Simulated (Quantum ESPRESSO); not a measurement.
TaN:

```
Ta N
1.0
     2.93800    0.00000    0.00000
    -1.46900    2.54438    0.00000
     0.00000    0.00000    2.88300
Ta N
1 1
Direct
  0.00000 0.00000 0.50000
  0.66667 0.33333 0.00000
```

Base run:

```yaml
Program: Quantum ESPRESSO 7.5
Functional: PBEsol
Potentials_or_basis: GBRV 1.5 PBEsol
Cutoff: 762 eV
Density_cutoff: 6095 eV
k_mesh: 10 × 10 × 9
Occupations: fermi-dirac, width 0.05 eV
Spin: no spin polarisation
```

Its results: band gap on the k mesh none (metal or under the smearing width); pressure -4.7 GPa.

The run is repeated on the same cell with these changes: hubbard terms from none to Ta d U = 8 eV. What comes out?

Band gap on the k mesh none (metal or under the smearing width); pressure 4.5 GPa.

Caveats: U without spin polarisation on a metal has little footing (some runs).

Not every run made on this cell is shown here.
